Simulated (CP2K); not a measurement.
The system is CuO.

```
CELL_PARAMETERS angstrom
2.90048 0.00000 0.00000
-0.19482 5.54059 0.00000
-1.13822 -2.25626 5.04529
ATOMIC_POSITIONS crystal
Cu 0.32133 0.95658 0.29054
Cu 0.67867 0.04342 0.70946
Cu 0.32256 0.52186 0.68365
Cu 0.67744 0.47814 0.31635
O 0.41767 0.70732 0.00990
O 0.41393 0.79268 0.65850
O 0.22494 0.34817 0.07342
O 0.94346 0.15183 0.25818
```

Base run:

| Quantity | Value |
| --- | --- |
| Program | CP2K 2026.2 |
| Functional | optB88-vdW |
| Potentials or basis | POTENTIAL_UZH Cu GTH-PBE-q11, O GTH-PBE-q6; DZVP-MOLOPT-PBE-GTH basis |
| Density cutoff | 11565 eV |
| k mesh | 7 × 4 × 4 |
| Occupations | fermi-dirac, width 0.05 eV |
| Spin | no spin polarisation |

Its results: band gap on the k mesh none (metal or under the smearing width); pressure 61.5 GPa; largest force 17.940 eV/Å.

Q: The run is repeated on the same cell with these changes: functional from optB88-vdW to TASK. What comes out?

A: Band gap on the k mesh none (metal or under the smearing width); pressure 52.0 GPa; largest force 15.598 eV/Å.

Caveats: a pressure of tens of GPa on the cell as given is suspect, and the run, the potentials or the cell itself is likely at fault; the potentials were made for another functional, which shifts forces and pressure; the basis of atomic orbitals isn't converged, which shifts pressures, moduli and gaps; the run has no spin polarisation, though such a crystal can be magnetic; semilocal functionals often make such compounds metallic where correlation or magnetic order opens a gap, which also shifts bond lengths.
